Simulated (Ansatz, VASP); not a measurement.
## Ru in VASP and in Ansatz

File INCAR:

```
PREC = Accurate
ENCUT = 600
EDIFF = 1E-7
ISMEAR = -1
SIGMA = 0.05
LREAL = False
LASPH = True
NELM = 150
ALGO = Normal
ISIF = 3
LWAVE = False
LCHARG = False
ISPIN = 2
MAGMOM = 1 1
LORBIT = 11
LMAXMIX = 4
GGA = PE
IBRION = 2
NSW = 80
EDIFFG = -0.01
```

Contents of KPOINTS:

```
regular mesh
0
Gamma
  10 10 10
```

Contents of POSCAR:

```
Ru
1.0
    0.0000000000      2.6351714020      2.6351714020
    2.6351714020      0.0000000000      2.6351714020
    2.6351714020      2.6351714020      0.0000000000
Ru
2
Direct
    0.1250000000      0.1250000000      0.1250000000
    0.8750000000      0.8750000000      0.8750000000
```

Input for Ansatz:

```yaml
crystal:
  lattice:
    - [0.0, 2.635171402, 2.635171402]
    - [2.635171402, 0.0, 2.635171402]
    - [2.635171402, 2.635171402, 0.0]
  atoms:
    - { symbol: Ru, position: [0.125, 0.125, 0.125], spin: 1.0 }
    - { symbol: Ru, position: [0.875, 0.875, 0.875], spin: 1.0 }
hamiltonian:
  xc: pbe
  pseudopotentials:
    kind: paw
    azcp:
      Ru: "pseudopotentials/Ru.paw.azcp"
basis:
  ecutwfc: 420
  fft_grid_basis: typed
kpoints:
  mp_grid: { grid: [10, 10, 10], shift: [0, 0, 0] }
magnetization:
  spin_polarized: true
scf:
  occupations: { method: fermi_dirac, width: 0.05 }
relax:
  max_steps: 60
  f_tol: 0.01
  cell: {}
```

The cell was built by a generator and needn't be a form met in nature.

Alike in both runs: task relaxation of cell and atoms; functional PBE; k mesh 10 × 10 × 10; occupations fermi-dirac, width 0.05 eV; collinear spin.

|  | VASP | Ansatz |
| --- | --- | --- |
| version | VASP 6.6.1 | Ansatz 0.2.0 |
| potentials or method | VASP PAW PBE potentials, release 64 (Ru_pv) | plane waves (420 eV) with PAW, scalar-relativistic |
| plane-wave cutoff (eV) | 600 | 420 |
| valence electrons in the cell | 28 | 32 |

VASP gave:

* net moment per atom (μB): 0.00
* relaxed volume (Å³/atom): 20.30
* relaxed cell length with the largest relative difference (Å): 3.858
* energy change over the relaxation (meV/atom): -125

Question: What did Ansatz give for the same quantities?

Answer: net moment per atom (μB): 0.00; relaxed volume (Å³/atom): 20.28; relaxed cell length with the largest relative difference (Å): 3.857; energy change over the relaxation (meV/atom): -120.

The two sets of potentials don't hold the same shells in valence. Ansatz warned: «seeded_moment_not_kept».
